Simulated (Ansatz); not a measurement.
**SiO2: Electric field gradients**

The cell is a Materials Project structure (computed, not necessarily an observed phase).

Space group I-42m (No. 121); a = 9.1596, c = 8.2312 Å.

| site | Wyckoff | site symmetry | x | y | z |
| --- | --- | --- | --- | --- | --- |
| Si | 16j | 1 | 0.7949 | 0.4372 | 0.3183 |
| O9 | 8f | .2. | 0.0000 | 0.2833 | 0.0000 |
| O10 | 8i | ..m | 0.8546 | 0.1454 | 0.7713 |
| O11 | 16j | 1 | 0.9302 | 0.3231 | 0.3076 |

One atom of each set is listed; the run and its k-mesh use a cell of 24 atoms with edges of 7.67, 7.67, 7.67 Å.

Method: Kohn–Sham DFT in Ansatz, PBE, plane waves and PAW (field gradients read without the response of the frozen cores, which leaves them typically 4 to 6 % off), scalar-relativistic, 420 eV cutoff, Γ-centred 4×4×4 k-points, Fermi–Dirac smearing 0.02 eV.

V_zz is the principal component of the electric field gradient with the largest magnitude, η = (V_xx − V_yy)/V_zz and C_Q = eQV_zz/h.

17O: I = 5/2, Q = -25.58 mb. Nuclear quadrupole moments: year-2017 set (Pyykkö).

Question: Give the quadrupolar parameters of the distinct sites.

Answer: 

```
site  atoms                 first shell  V_zz (10²¹ V/m²)     η  C_Q (MHz)
  Si      8          4 O at 1.61–1.62 Å             -1.10  0.99          –
  O9      4  2 Si at 1.61 Å, angle 172°             10.46  0.02      -6.47
 O10      4  2 Si at 1.61 Å, angle 138°              9.34  0.31      -5.78
 O11      8  2 Si at 1.62 Å, angle 135°              9.20  0.24      -5.69
```

At O10 and O11 V_zz runs parallel to the line that joins its two neighbours (within 1°) in each case. At O9 V_zz points along the line of its two bonds (within 1°).

Si has no stable isotope with a ground-state quadrupole moment in the table, so no C_Q is given.

At this cell the principal stresses reach 5 GPa in size with PBE, which can matter for small gradients. The largest force is 0.4 eV/Å, so the atoms aren't at the calculated equilibrium and relaxing them would move these values. Where η is near 1 the sign of V_zz means little.

The run took 61 s of wall time (61 s of CPU time) and 0.67 GiB at its peak, on 1 thread of Arm Neoverse V1 (aarch64; 8 cores open to the job, memory cap 2.5 GiB, no GPU), a shared host with a load of 0.4 a core.
